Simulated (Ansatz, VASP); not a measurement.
**Two plane-wave programs on Sb**

```
CELL_PARAMETERS angstrom
3.39684 0.00000 0.00000
-1.69842 2.94175 0.00000
0.00000 0.00000 5.37405
ATOMIC_POSITIONS crystal
Sb 0.33333 0.66667 0.25000
Sb 0.66667 0.33333 0.75000
```

Change from the starting cell: volume scaled by 1.025, PAW files.

Alike in both runs: task electric field gradients; functional PBE; k mesh 12 × 12 × 7; occupations fermi-dirac, width 0.03 eV; no spin polarisation.

```csv
,VASP,Ansatz
version,VASP 6.6.1,Ansatz 0.2.0
potentials or method,"VASP PAW PBE potentials, release 64 (Sb)","PAW with Ansatz's default frozen-core files, scalar-relativistic"
plane-wave cutoff (eV),520,420
valence electrons in the cell,10,30
```

```csv
,VASP,Ansatz,Ansatz less VASP
pressure (GPa),1.2,1.3,+0.14
largest component of the traceless stress (GPa),0.88,0.88,-0.006
Vzz of the field gradient on the site that differs most (V/Å²),23.1,24.9,+1.83
```

The two sets of potentials don't hold the same shells in valence. Ansatz warned: «gradients_without_spin_orbit».

The runs have no spin-orbit coupling, so splittings on Sb are missing.
